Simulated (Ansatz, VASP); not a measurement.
# Be in VASP and in Ansatz

File INCAR:

```
  PREC = Accurate
  ENCUT = 520
  EDIFF = 1E-6
  ISMEAR = -1
  SIGMA = 0.1
  LREAL = False
  LASPH = True
  NELM = 80
  ALGO = Normal
  ISIF = 2
  LWAVE = False
  LCHARG = False
  GGA = RP
  NBANDS = 7
```

Contents of KPOINTS:

```
regular mesh
0
Gamma
  16 16 16
```

POSCAR

```
Be
1.0
    2.2203391219      0.0000000000      0.0000000000
    0.0000000000      2.2203391219      0.0000000000
    0.0000000000      0.0000000000      2.2203391219
Be
1
Direct
    0.0000000000      0.0000000000      0.0000000000
```

Input for Ansatz:

```yaml
crystal:
  lattice:
    - [2.2203391219, 0.0, 0.0]
    - [0.0, 2.2203391219, 0.0]
    - [0.0, 0.0, 2.2203391219]
  atoms:
    - { symbol: Be, position: [0.0, 0.0, 0.0] }
hamiltonian:
  xc: rpbe
  pseudopotentials:
    kind: paw
    azcp:
      Be: "pseudopotentials/Be.paw.azcp"
basis:
  ecutwfc: 420
  fft_grid_basis: typed
kpoints:
  mp_grid: { grid: [16, 16, 16], shift: [0, 0, 0] }
magnetization:
  spin_polarized: false
scf:
  occupations: { method: fermi_dirac, width: 0.1 }
  lower_state_search: "off"
output:
  stress: true
  write_density: true
  write_potential: true
  elf: true
  volumetric_format: npy
```

Alike in both runs: task single point; functional RPBE; k mesh 16 × 16 × 16; occupations fermi-dirac, width 0.1 eV; no spin polarisation.

|  | VASP | Ansatz |
| --- | --- | --- |
| version | VASP 6.6.1 | Ansatz 0.2.0 |
| potentials or method | VASP PAW PBE potentials, release 64 (Be) | plane waves (420 eV) with PAW, scalar-relativistic |
| plane-wave cutoff (eV) | 520 | 420 |
| valence electrons in the cell | 2 | 2 |

|  | VASP | Ansatz | Ansatz less VASP |
| --- | --- | --- | --- |
| pressure (GPa) | -2.6 | -2.6 | +0.02 |

Caveats: the PAW data sets were made with another functional, which shifts forces and pressure a little (VASP).
